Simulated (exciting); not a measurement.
Write the native input for exciting (release sodium) that does the following.

```yaml
Task: single point
Functional: LDA-PZ
Potentials_or_basis: all-electron LAPW+lo, shipped species files, valence relativity iora*
rgkmax: 9
k_mesh: 8 × 8 × 8
Occupations: fermi-dirac, width 0.136 eV
Spin: no spin polarisation
outputlevel: normal
gmaxvr_cutoff_of_density_and_potential: 14 1/bohr
lmaxapw_and_lmaxmat: 10
lmaxvr: 8
nempty: 10
Valence_relativity: iora*
epsengy: 1e-05 Ha
epspot: 1e-05 Ha
maxscl: 60
Muffin-tin_radii: Pb 2.07, Se 1.8 bohr
```

Crystal: PbSe (Clausthalite).

```
Pb Se
1.0
     0.00000    3.06065    3.06065
     3.06065    0.00000    3.06065
     3.06065    3.06065    0.00000
Pb Se
1 1
Direct
  0.00000 0.00000 0.00000
  0.50000 0.50000 0.50000
```

These files were run (other wordings do the same):

input.xml

```xml
<input>
  <title>PbSe</title>
  <structure speciespath="./" tshift="false" cartesian="true">
    <crystal scale="1.88972612463">
      <basevect>0.000000000000 3.060650000000 3.060650000000</basevect>
      <basevect>3.060650000000 0.000000000000 3.060650000000</basevect>
      <basevect>3.060650000000 3.060650000000 0.000000000000</basevect>
    </crystal>
    <species speciesfile="Pb.xml" rmt="2.07">
      <atom coord="0.000000000000 0.000000000000 0.000000000000"/>
    </species>
    <species speciesfile="Se.xml" rmt="1.8">
      <atom coord="5.783790263336 5.783790263336 5.783790263336"/>
    </species>
  </structure>
  <groundstate do="fromscratch" ngridk="8 8 8" rgkmax="9" gmaxvr="14" lmaxapw="10" lmaxmat="10" lmaxvr="8" xctype="LDA_PZ" stype="Fermi Dirac" swidth="0.00499791" nempty="10" ValenceRelativity="iora*" epsengy="1e-05" epspot="1e-05" maxscl="60" tforce="true" outputlevel="normal"/>
</input>
```

Potentials or basis: all-electron LAPW+lo, shipped species files, valence relativity iora*.

Command:

```bash
$ OMP_NUM_THREADS=1 exciting_smp
```

Results of the run:

```
All electrons inside the program's atomic spheres : Pb 78.28; Se 30.50 (radii Pb 2.07, Se 1.8 bohr)
```

Caveat: the log's total energy holds no entropy term; the free energy is that total less TS from the occupations.

Run time: 7.4 min on 1 thread of Arm Neoverse V1, with other jobs on the host, peak memory 0.18 GiB.
